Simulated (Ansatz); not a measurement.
The system is HfN.

```xyz
2
Lattice="3.4332 0.0000 0.0000 -1.7166 2.9732 0.0000 0.0000 0.0000 3.9698" Properties=species:S:1:pos:R:3 pbc="T T T"
Hf    0.0000    0.0000    1.9849
N     0.0000    0.0000    0.0000
```

The cell was built by a generator and needn't be a form met in nature.

- Program: Ansatz 0.2.0
- Task: relaxation of cell and atoms
- Functional: PBEsol0
- Potentials or basis: Ansatz PAW
- Cutoff: 420 eV (not typed: the program's choice for these potentials)
- k mesh: 5 × 5 × 4
- Occupations: fermi-dirac, width 0.05 eV
- Spin: no spin polarisation

At the start: volume 20.26 Å³/atom.

Problem. How do energy, volume and symmetry change on relaxing?

Solution. It ends after 8 steps and the volume is 20.88 Å³/atom (+3.1 %); space group P6/mmm (No. 191, to 0.05 Å).

Step by step:
| step | energy change (eV) | largest force (eV/Å) | volume (Å³) |
| --- | --- | --- | --- |
| 1 | 0.0000 | 0.0000 | 40.52 |
| 2 | -0.0689 | 0.0000 | 43.37 |
| 3 | -0.0832 | 0.0000 | 41.62 |
| 4 | -0.0832 | 0.0000 | 41.66 |
| 5 | -0.0832 | 0.0000 | 41.66 |
| 6 | -0.0856 | 0.0000 | 41.66 |
| 7 | -0.0855 | 0.0000 | 41.77 |
| 8 | -0.0858 | 0.0000 | 41.77 |

Final structure:
```
Hf N
1.0
     3.53128    0.00000    0.00000
    -1.76564    3.05818    0.00000
     0.00000    0.00000    3.86781
Hf N
1 1
Cartesian
  0.0000 0.0000 1.9339
  0.0000 0.0000 0.0000
```

Caveat: the k mesh is coarse (spacing up to 0.42 Å⁻¹), so the values aren't converged, least of all with exact exchange; the plane-wave basis is chosen anew once the cell has moved, so the energies of steps on either side of that aren't comparable; the PAW data sets come from PBE, with cores solved anew for the run's functional, which leaves a small shift of forces and pressure.
